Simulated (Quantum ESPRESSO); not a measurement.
The system is AlN.

```
CELL_PARAMETERS angstrom
0.00000 2.18399 2.18399
2.18399 0.00000 2.18399
2.18399 2.18399 0.00000
ATOMIC_POSITIONS crystal
Al 0.00000 0.00000 0.00000
N 0.25000 0.25000 0.25000
```

Measurements of this composition are mostly on another form, of space group No. 186.

| Item | Value |
| --- | --- |
| Program | Quantum ESPRESSO 7.5 |
| Task | phonons |
| Functional | vdW-DF-cx |
| Potentials or basis | PseudoDojo 0.4.1 SR PBE standard |
| Cutoff | 1143 eV |
| Density cutoff | 4572 eV |
| k mesh | 6 × 6 × 6, shifted |
| Occupations | fermi-dirac, width 0.05 eV |
| Spin | no spin polarisation |
| Mixing beta | 0.5 |
| Most SCF iterations | 120 |
| SCF threshold | 4e-10 Ry |

The first run showed a gap, so the response started from a second, tighter run with fixed occupations.

What is the highest optical frequency at the zone centre, leaving out the macroscopic field of polar modes?

667 cm⁻¹, a mode of symmetry T2 (IR and Raman). With the field the highest mode lies at 897 cm⁻¹.

Optical modes at Γ, degenerate ones joined, polar ones without the macroscopic field:
| cm⁻¹ | components | symmetry | active in | IR intensity, summed ((D/Å)²/amu) |
| --- | --- | --- | --- | --- |
| 667 | 3 | T2 | IR and Raman | 47.86 |

Zone-centre frequencies without and with the macroscopic field along z (cm⁻¹):
```
                optical modes in rising order
       without                    667 667 667
with the field                    667 667 897
```

Caveat: the cell is more than 3 GPa from zero pressure, which shifts response properties; before the sum rule the acoustic modes lie tens of cm⁻¹ from zero, a sign that the density grid also shifts the optical modes.
